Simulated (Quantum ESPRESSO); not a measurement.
# MoP (P-6m2) in Quantum ESPRESSO: a series of runs

The runs below take MoP through single point, with PBEsol+U.

Program: Quantum ESPRESSO 7.5. These are calculated values, not measurements. Logs are shortened: lines on timing, memory, paths and dates and some standing lists are left out, and cuts for length are marked.

### 1 The crystal as given

It takes space group P-6m2 (No. 187, hexagonal). The conventional cell has a = 3.223 Å, b = 3.223 Å, c = 3.191 Å, α = 90.00°, β = 90.00°, γ = 120.00°. Around Mo (site symmetry -6m2) lie 6 P at 2.45 Å. Around P (site symmetry -6m2) lie 6 Mo at 2.45 Å.

### 2 Single point, PBEsol+U

File pw.in:

```
&CONTROL
  calculation = 'scf'
  prefix = 'pwscf'
  outdir = './tmp'
  pseudo_dir = './pseudo'
  tprnfor = .true.
  tstress = .true.
  disk_io = 'nowf'
/
&SYSTEM
  ibrav = 0
  A = 3.223
  nat = 2
  ntyp = 2
  ecutwfc = 60
  ecutrho = 440
  nbnd = 19
  input_dft = 'pbesol'
  occupations = 'smearing'
  smearing = 'fd'
  degauss = 0.00367493
/
&ELECTRONS
  conv_thr = 4d-10
  electron_maxstep = 120
  mixing_beta = 0.3
/
ATOMIC_SPECIES
Mo    95.9500 Mo_ONCV_PBE-1.0.oncvpsp.upf
P     30.9738 P.pbe-n-rrkjus_psl.1.0.0.UPF
CELL_PARAMETERS alat
   1.0000000000    0.0000000000    0.0000000000
  -0.5000000000    0.8660254038    0.0000000000
   0.0000000000    0.0000000000    0.9900713621
ATOMIC_POSITIONS alat
Mo     0.0000000000    0.0000000000    0.0000000000
P      0.0000000000    0.5773502692    0.4950356810
K_POINTS automatic
10 10 8 0 0 0
HUBBARD {atomic}
U Mo-4d 2.0
```

Potentials or basis: SSSP 1.3 efficiency PBE.

Run with:

```
> OMP_NUM_THREADS=1 pw.x -in pw.in > pw.out
```

pw.out:

```text
This program is part of the open-source Quantum ESPRESSO suite
     for quantum simulation of materials; please cite
         "P. Giannozzi et al., J. Phys.:Condens. Matter 21 395502 (2009);
         "P. Giannozzi et al., J. Phys.:Condens. Matter 29 465901 (2017);
         "P. Giannozzi et al., J. Chem. Phys. 152 154105 (2020);
     in publications or presentations arising from this work. More details at

     IMPORTANT: XC functional enforced from input :
     Exchange-correlation= PBESOL
                           (   1   4  10   8   0   0   0)
     Any further DFT definition will be discarded
     Please, verify this is what you really want

     Message from routine setup:
     using ibrav=0 with symmetry is DISCOURAGED, use correct ibrav instead

     G-vector sticks info
     --------------------
     sticks:   dense  smooth     PW     G-vecs:    dense   smooth      PW
     Sum        1135     613    187                30227    12101    2063

     Using Slab Decomposition

     bravais-lattice index     =            0
     lattice parameter (alat)  =       6.0906  a.u.
     unit-cell volume          =     193.7201 (a.u.)^3
     number of atoms/cell      =            2
     number of atomic types    =            2
     number of electrons       =        19.00
     number of Kohn-Sham states=           19
     kinetic-energy cutoff     =      60.0000  Ry
     charge density cutoff     =     440.0000  Ry
     scf convergence threshold =      4.0E-10
     mixing beta               =       0.3000
     number of iterations used =            8  plain     mixing
     Exchange-correlation= PBESOL
                           (   1   4  10   8   0   0   0)
     Hubbard projectors: atomic
     Hubbard parameters of DFT+U (Dudarev formulation) in eV:
     U(Mo-4d) =  2.0000

     Internal variables: lda_plus_u =T, lda_plus_u_kind = 0

     Internal variables: orbital_resolved =F, hub_pot_fix =F, apply_U = F

     celldm(1)=   6.090587  celldm(2)=   0.000000  celldm(3)=   0.000000
     celldm(4)=   0.000000  celldm(5)=   0.000000  celldm(6)=   0.000000

     crystal axes: (cart. coord. in units of alat)
               a(1) = (   1.000000   0.000000   0.000000 )
               a(2) = (  -0.500000   0.866025   0.000000 )
               a(3) = (   0.000000   0.000000   0.990071 )

     reciprocal axes: (cart. coord. in units 2 pi/alat)
               b(1) = (  1.000000  0.577350 -0.000000 )
               b(2) = (  0.000000  1.154701  0.000000 )
               b(3) = (  0.000000 -0.000000  1.010028 )

     PseudoPot. # 1 for Mo read from file:
     Mo_ONCV_PBE-1.0.oncvpsp.upf
     Pseudo is Norm-conserving, Zval = 14.0
     Generated using ONCVPSP code by D. R. Hamann
     Using radial grid of 1526 points,  6 beta functions with:
                l(1) =   0
                l(2) =   0
                l(3) =   1
                l(4) =   1
                l(5) =   2
                l(6) =   2

     PseudoPot. # 2 for P  read from file:
     P.pbe-n-rrkjus_psl.1.0.0.UPF
     Pseudo is Ultrasoft + core correction, Zval =  5.0
     Generated using "atomic" code by A. Dal Corso  v.5.1
     Using radial grid of 1147 points,  6 beta functions with:
                l(1) =   0
                l(2) =   0
                l(3) =   1
                l(4) =   1
                l(5) =   2
                l(6) =   2
     Q(r) pseudized with 0 coefficients

     atomic species   valence    mass     pseudopotential
     Mo               14.00    95.95000     Mo( 1.00)
     P                 5.00    30.97380     P ( 1.00)

     12 Sym. Ops. (no inversion) found

   Cartesian axes

     site n.     atom                  positions (alat units)
         1        Mo     tau(   1) = (   0.0000000   0.0000000   0.0000000  )
         2        P      tau(   2) = (   0.0000000   0.5773503   0.4950357  )

     number of k points=    70  Fermi-Dirac smearing, width (Ry)=  0.0037
                       cart. coord. in units 2pi/alat
        k(    1) = (   0.0000000   0.0000000   0.0000000), wk =   0.0025000
        k(    2) = (   0.0000000   0.0000000   0.1262535), wk =   0.0050000
        k(    3) = (   0.0000000   0.0000000   0.2525071), wk =   0.0050000
        k(    4) = (   0.0000000   0.0000000   0.3787606), wk =   0.0050000
        k(    5) = (   0.0000000   0.0000000  -0.5050141), wk =   0.0025000
        k(    6) = (   0.0000000   0.1154701   0.0000000), wk =   0.0150000
[... 62 lines left out ...]
        k(   69) = (   0.3000000   0.5196152   0.3787606), wk =   0.0300000
        k(   70) = (   0.3000000   0.5196152  -0.5050141), wk =   0.0150000

     Dense  grid:    30227 G-vectors     FFT dimensions: (  45,  45,  45)

     Smooth grid:    12101 G-vectors     FFT dimensions: (  32,  32,  30)

     Initial potential from superposition of free atoms

     starting charge      18.9989, renormalised to      19.0000

     STARTING HUBBARD OCCUPATIONS:

     =================== HUBBARD OCCUPATIONS ===================
     ------------------------ ATOM    1 ------------------------
     Tr[ns(  1)] =   4.00000
     eigenvalues:
       0.400  0.400  0.400  0.400  0.400
     eigenvectors (columns):
       1.000  0.000  0.000  0.000  0.000
       0.000  1.000  0.000  0.000  0.000
       0.000  0.000  1.000  0.000  0.000
       0.000  0.000  0.000  1.000  0.000
       0.000  0.000  0.000  0.000  1.000
     occupation matrix ns (before diag.):
       0.400  0.000  0.000  0.000  0.000
       0.000  0.400  0.000  0.000  0.000
       0.000  0.000  0.400  0.000  0.000
       0.000  0.000  0.000  0.400  0.000
       0.000  0.000  0.000  0.000  0.400

     Number of occupied Hubbard levels =    4.0000

     Atomic wfc used for Hubbard projectors are NOT orthogonalized

     Starting wfcs are   14 randomized atomic wfcs +    5 random wfcs

     Self-consistent Calculation

     iteration #  1     ecut=    60.00 Ry     beta= 0.30
     Davidson diagonalization with overlap
     ethr =  1.00E-02,  avg # of iterations =  5.1

     =================== HUBBARD OCCUPATIONS ===================
     ------------------------ ATOM    1 ------------------------
     Tr[ns(  1)] =   6.55808
     eigenvalues:
       0.583  0.655  0.655  0.693  0.693
     eigenvectors (columns):
       1.000 -0.000  0.000  0.000 -0.000
       0.000  0.000  0.000 -0.292  0.956
       0.000  0.000 -0.000 -0.956 -0.292
       0.000 -0.530 -0.848 -0.000  0.000
       0.000  0.848 -0.530  0.000  0.000
     occupation matrix ns (before diag.):
       0.583 -0.000 -0.000 -0.000 -0.000
      -0.000  0.693 -0.000  0.000  0.000
      -0.000 -0.000  0.693 -0.000 -0.000
      -0.000  0.000 -0.000  0.655  0.000
      -0.000  0.000 -0.000  0.000  0.655

     Number of occupied Hubbard levels =    6.5581

     Threshold (ethr) on eigenvalues was too large:
     Diagonalizing with lowered threshold

     Davidson diagonalization with overlap
     ethr =  1.83E-04,  avg # of iterations =  3.1

     total energy              =    -150.98299943 Ry
     estimated scf accuracy    <       0.03535617 Ry

     iteration #  2     ecut=    60.00 Ry     beta= 0.30
     Davidson diagonalization with overlap
     ethr =  1.86E-04,  avg # of iterations =  1.1

     total energy              =    -150.99090057 Ry
     estimated scf accuracy    <       0.01912255 Ry

     iteration #  3     ecut=    60.00 Ry     beta= 0.30
     Davidson diagonalization with overlap
     ethr =  1.01E-04,  avg # of iterations =  1.0

     total energy              =    -150.98929544 Ry
     estimated scf accuracy    <       0.00648264 Ry
[... 40 lines left out ...]
     total energy              =    -150.99012186 Ry
     estimated scf accuracy    <       0.00000012 Ry

     iteration # 10     ecut=    60.00 Ry     beta= 0.30
     Davidson diagonalization with overlap
     ethr =  6.44E-10,  avg # of iterations =  1.1

     total energy              =    -150.99012189 Ry
     estimated scf accuracy    <          1.8E-09 Ry

     iteration # 11     ecut=    60.00 Ry     beta= 0.30
     Davidson diagonalization with overlap
     ethr =  9.52E-12,  avg # of iterations =  2.0

     End of self-consistent calculation

     =================== HUBBARD OCCUPATIONS ===================
     ------------------------ ATOM    1 ------------------------
     Tr[ns(  1)] =   6.76936
     eigenvalues:
       0.596  0.672  0.672  0.723  0.723
     eigenvectors (columns):
       1.000 -0.000  0.000  0.000  0.000
       0.000  0.000  0.000 -0.292 -0.956
       0.000  0.000 -0.000 -0.956  0.292
       0.000 -0.528 -0.849 -0.000 -0.000
       0.000  0.849 -0.528  0.000 -0.000
     occupation matrix ns (before diag.):
       0.596 -0.000 -0.000 -0.000 -0.000
      -0.000  0.723 -0.000  0.000  0.000
      -0.000 -0.000  0.723 -0.000 -0.000
      -0.000  0.000 -0.000  0.672  0.000
      -0.000  0.000 -0.000  0.000  0.672

     Number of occupied Hubbard levels =    6.7694

          k = 0.0000 0.0000 0.0000 (  1533 PWs)   bands (ev):

   -43.6641 -17.8025 -17.5767 -17.5767   3.2715  12.8781  13.7285  13.7285
    16.5362  17.3294  17.3294  21.3786  21.3786  22.7733  26.1754  26.1754
    26.2004  30.9575  30.9575

          k = 0.0000 0.0000 0.1263 (  1515 PWs)   bands (ev):

   -43.6614 -17.8490 -17.5728 -17.5728   3.5269  12.5677  13.8492  13.8492
    16.4582  16.7405  16.7405  21.7617  21.7617  22.9859  26.0276  26.0276
    27.1416  31.7323  31.7323

          k = 0.0000 0.0000 0.2525 (  1539 PWs)   bands (ev):

   -43.6559 -17.9586 -17.5634 -17.5634   4.2309  11.4782  14.1451  14.1451
    15.7991  15.7991  16.9035  21.5023  21.5023  23.5343  27.0383  27.0383
    28.7374  32.1813  32.9208
[... 121 lines left out ...]
          k = 0.0000 0.4619 0.3788 (  1519 PWs)   bands (ev):

   -43.6206 -17.9969 -17.8571 -17.6253   5.7283  10.5762  12.3053  12.8932
    15.4700  18.0460  18.5370  20.9887  22.6429  22.8884  25.1787  27.3498
    30.5309  32.4089  32.7079

          k = 0.0000 0.4619-0.5050 (  1510 PWs)   bands (ev):

   -43.6176 -18.0359 -17.8494 -17.6209   5.7318  10.8262  12.1002  12.6352
    15.5950  18.1347  19.1277  20.3732  23.2431  23.6145  24.0532  26.2728
    31.7285  32.3206  32.8316

          k = 0.0000-0.5774 0.0000 (  1514 PWs)   bands (ev):

   -43.6399 -17.9299 -17.7543 -17.6583   5.8160   9.8545  13.0220  13.2647
    15.9479  16.5997  18.9009  19.6254  21.8836  23.3554  25.5737  29.0128
    31.3056  31.8812  34.5161

          k = 0.0000-0.5774 0.1263 (  1520 PWs)   bands (ev):

   -43.6357 -17.9235 -17.7958 -17.6540   5.8564   9.8632  12.5420  14.1165
    14.7375  17.7404  19.2459  19.3309  21.1890  23.9988  25.7734  28.4821
    31.1680  32.7989  32.8989

          k = 0.0000-0.5774 0.2525 (  1512 PWs)   bands (ev):

   -43.6263 -17.9068 -17.8934 -17.6434   5.8814   9.9905  12.4054  13.5455
    15.1385  18.3563  18.6091  20.6324  20.8357  23.7185  25.8774  28.5567
    29.3880  32.8153  34.0741

          k = 0.0000-0.5774 0.3788 (  1512 PWs)   bands (ev):

   -43.6180 -17.9886 -17.8879 -17.6327   5.8070  10.4333  12.2035  12.7758
    15.8901  18.5517  18.5740  20.8027  22.5022  22.9059  24.2819  27.1317
    30.6897  33.2303  33.8541

          k = 0.0000-0.5774-0.5050 (  1500 PWs)   bands (ev):

   -43.6149 -18.0270 -17.8796 -17.6281   5.7514  10.8705  11.8550  12.5106
    16.1256  18.6107  19.1071  20.7377  22.3127  23.4412  23.9424  25.5634
    32.1118  33.3194  33.9290

          k = 0.1000 0.1732 0.0000 (  1549 PWs)   bands (ev):

   -43.6557 -17.7899 -17.6717 -17.6020   3.8004  12.2938  13.6626  14.1916
    14.7764  17.0793  19.4998  19.7320  20.4338  24.4413  25.5273  27.6720
    28.2125  29.4299  31.7904

          k = 0.1000 0.1732 0.1263 (  1536 PWs)   bands (ev):

   -43.6528 -17.8353 -17.6669 -17.5979   4.0153  12.3750  13.2897  14.0940
    14.8274  16.5098  18.9119  20.4245  21.0915  24.6091  25.5640  27.1472
    28.1704  30.5376  32.3195

          k = 0.1000 0.1732 0.2525 (  1523 PWs)   bands (ev):
[... 215 lines left out ...]
          k = 0.3000 0.5196 0.3788 (  1520 PWs)   bands (ev):

   -43.6106 -17.9805 -17.8230 -17.7525   6.0810  10.2354  11.5175  13.2695
    15.5710  18.7844  20.0843  20.6169  21.8536  22.6346  24.3443  27.6081
    29.1201  30.9409  36.0118

          k = 0.3000 0.5196-0.5050 (  1520 PWs)   bands (ev):

   -43.6078 -18.0185 -17.8154 -17.7464   6.0524  10.0402  11.3302  13.9368
    15.6486  18.8721  20.4386  20.8046  21.7042  22.8430  22.8987  27.2147
    28.9776  32.4515  35.8154

     the Fermi energy is    17.0845 ev

!    total energy              =    -150.99012189 Ry
     estimated scf accuracy    <          1.3E-11 Ry
     smearing contrib. (-TS)   =      -0.00032396 Ry
     internal energy E=F+TS    =    -150.98979792 Ry

     The total energy is F=E-TS. E is the sum of the following terms:
     one-electron contribution =     -30.03185029 Ry
     hartree contribution      =      25.37590818 Ry
     xc contribution           =     -20.07534924 Ry
     ewald contribution        =    -126.41765158 Ry
     Hubbard energy            =       0.15914501 Ry

     convergence has been achieved in  11 iterations

     Forces acting on atoms (cartesian axes, Ry/au):

     atom    1 type  1   force =     0.00000000   -0.00000000    0.00000000
     atom    2 type  2   force =     0.00000000    0.00000000    0.00000000

     Total force =     0.000000     Total SCF correction =     0.000000

     Computing stress (Cartesian axis) and pressure

          total   stress  (Ry/bohr**3)                   (kbar)     P=      -69.37
  -0.00044395   0.00000000   0.00000000          -65.31        0.00        0.00
   0.00000000  -0.00044395  -0.00000000            0.00      -65.31       -0.00
   0.00000000   0.00000000  -0.00052685            0.00        0.00      -77.50

=------------------------------------------------------------------------------=
   JOB DONE.
=------------------------------------------------------------------------------=
```

Wall time 28 s (1 thread of Arm Neoverse V2, shared host); peak memory 0.17 GiB.

What came out:

| Property | Result |
| --- | --- |
| Free energy | -2054.3253 eV |
| Pressure | -6.9 GPa |
| Band gap on the k mesh | none (metal or under the smearing width) |

Stress tensor (GPa, compression positive):
```
-6.53  0.00  0.00
 0.00 -6.53  0.00
 0.00  0.00 -7.75
```

Eigenvalues of the final occupation matrices:
```
   site  spin  trace               eigenvalues
Mo 1 4d  each   3.38  0.60 0.67 0.67 0.72 0.72
```

Caveat: the potentials were made for another functional, which shifts forces and pressure; U without spin polarisation on a metal has little footing; the U is typed as a test and isn't derived for this compound.

### 3 Single point, PBEsol+U

pw.in: that of step 2 with these lines changed.

```diff
@@ -40,2 +40,2 @@
 HUBBARD {atomic}
-U Mo-4d 2.0
+U Mo-4d 3.0
```

Potentials or basis: SSSP 1.3 efficiency PBE.

Run with:

```
> OMP_NUM_THREADS=1 pw.x -in pw.in > pw.out
```

pw.out:

```text
This program is part of the open-source Quantum ESPRESSO suite
     for quantum simulation of materials; please cite
         "P. Giannozzi et al., J. Phys.:Condens. Matter 21 395502 (2009);
         "P. Giannozzi et al., J. Phys.:Condens. Matter 29 465901 (2017);
         "P. Giannozzi et al., J. Chem. Phys. 152 154105 (2020);
     in publications or presentations arising from this work. More details at

     IMPORTANT: XC functional enforced from input :
     Exchange-correlation= PBESOL
                           (   1   4  10   8   0   0   0)
     Any further DFT definition will be discarded
     Please, verify this is what you really want

     Message from routine setup:
     using ibrav=0 with symmetry is DISCOURAGED, use correct ibrav instead

     G-vector sticks info
     --------------------
     sticks:   dense  smooth     PW     G-vecs:    dense   smooth      PW
     Sum        1135     613    187                30227    12101    2063

     Using Slab Decomposition

     bravais-lattice index     =            0
     lattice parameter (alat)  =       6.0906  a.u.
     unit-cell volume          =     193.7201 (a.u.)^3
     number of atoms/cell      =            2
     number of atomic types    =            2
     number of electrons       =        19.00
     number of Kohn-Sham states=           19
     kinetic-energy cutoff     =      60.0000  Ry
     charge density cutoff     =     440.0000  Ry
     scf convergence threshold =      4.0E-10
     mixing beta               =       0.3000
     number of iterations used =            8  plain     mixing
     Exchange-correlation= PBESOL
                           (   1   4  10   8   0   0   0)
     Hubbard projectors: atomic
     Hubbard parameters of DFT+U (Dudarev formulation) in eV:
[... 271 lines left out ...]
       0.594  0.674  0.674  0.729  0.729
     eigenvectors (columns):
       1.000 -0.000  0.000  0.000  0.000
       0.000  0.000  0.000 -0.292 -0.956
       0.000  0.000 -0.000 -0.956  0.292
       0.000 -0.528 -0.849 -0.000 -0.000
       0.000  0.849 -0.528  0.000 -0.000
     occupation matrix ns (before diag.):
       0.594 -0.000 -0.000 -0.000 -0.000
      -0.000  0.729 -0.000  0.000  0.000
      -0.000 -0.000  0.729 -0.000 -0.000
      -0.000  0.000 -0.000  0.674  0.000
[... 174 lines left out ...]
   -43.5151 -17.8947 -17.7918 -17.5343   5.5960  10.2908  12.1521  12.6092
    15.8454  18.4902  18.5521  20.7801  22.4718  22.9035  24.2818  27.1251
    30.6733  33.1926  33.8472

          k = 0.0000-0.5774-0.5050 (  1500 PWs)   bands (ev):

   -43.5119 -17.9331 -17.7830 -17.5297   5.5131  10.7445  11.7942  12.3356
    16.0914  18.5504  19.1118  20.6848  22.3259  23.4349  23.9075  25.5639
    32.1174  33.2810  33.8863

          k = 0.1000 0.1732 0.0000 (  1549 PWs)   bands (ev):
[... 235 lines left out ...]
   -43.5028 -17.9246 -17.7205 -17.6509   5.8472   9.8105  11.2284  13.9089
    15.5467  18.8769  20.3701  20.7935  21.7117  22.8304  22.9084  27.1803
    28.9446  32.4162  35.8079

     the Fermi energy is    16.9923 ev

!    total energy              =    -150.91079845 Ry
     estimated scf accuracy    <          7.1E-11 Ry
     smearing contrib. (-TS)   =      -0.00033331 Ry
     internal energy E=F+TS    =    -150.91046514 Ry

     The total energy is F=E-TS. E is the sum of the following terms:
     one-electron contribution =     -30.09148733 Ry
     hartree contribution      =      25.44266777 Ry
     xc contribution           =     -20.08120249 Ry
     ewald contribution        =    -126.41765158 Ry
     Hubbard energy            =       0.23720849 Ry

     convergence has been achieved in  11 iterations

     Forces acting on atoms (cartesian axes, Ry/au):

     atom    1 type  1   force =     0.00000000    0.00000000    0.00000000
     atom    2 type  2   force =     0.00000000   -0.00000000    0.00000000

     Total force =     0.000000     Total SCF correction =     0.000000

     Computing stress (Cartesian axis) and pressure

          total   stress  (Ry/bohr**3)                   (kbar)     P=      -88.76
  -0.00057317  -0.00000000   0.00000000          -84.32       -0.00        0.00
   0.00000000  -0.00057317   0.00000000            0.00      -84.32        0.00
   0.00000000   0.00000000  -0.00066386            0.00        0.00      -97.66

=------------------------------------------------------------------------------=
   JOB DONE.
=------------------------------------------------------------------------------=
```

Wall time 27 s (1 thread of Arm Neoverse V2, shared host); peak memory 0.17 GiB.

What came out:

```
Free energy            : -2053.2460 eV
Pressure               : -8.9 GPa
Band gap on the k mesh : none (metal or under the smearing width)
```

Levels at points of the mesh, in eV from the Fermi level:
```
             k point  band 6  band 7  band 8  band 9  band 10  band 11  band 12  band 13  band 14  band 15
  (0.00, 0.00, 0.00)   -4.18   -3.39   -3.39   -0.49     0.21     0.21     4.35     4.35     5.77     9.16
 (0.00, 0.00, -0.50)   -7.75   -2.88   -2.88   -1.75    -1.75     1.60     3.10     3.10     8.07     8.96
 (0.00, -0.50, 0.00)   -7.20   -4.14   -3.83   -1.09    -0.53     1.85     2.63     4.85     6.35     8.57
(0.00, -0.50, -0.50)   -6.25   -5.20   -4.66   -0.90     1.56     2.12     3.69     5.33     6.44     6.92
```

Eigenvalues of the final occupation matrices:
```
   site  spin  trace               eigenvalues
Mo 1 4d  each   3.40  0.59 0.67 0.67 0.73 0.73
```

Caveat: the potentials were made for another functional, which shifts forces and pressure; U without spin polarisation on a metal has little footing; the U is typed as a test and isn't derived for this compound.
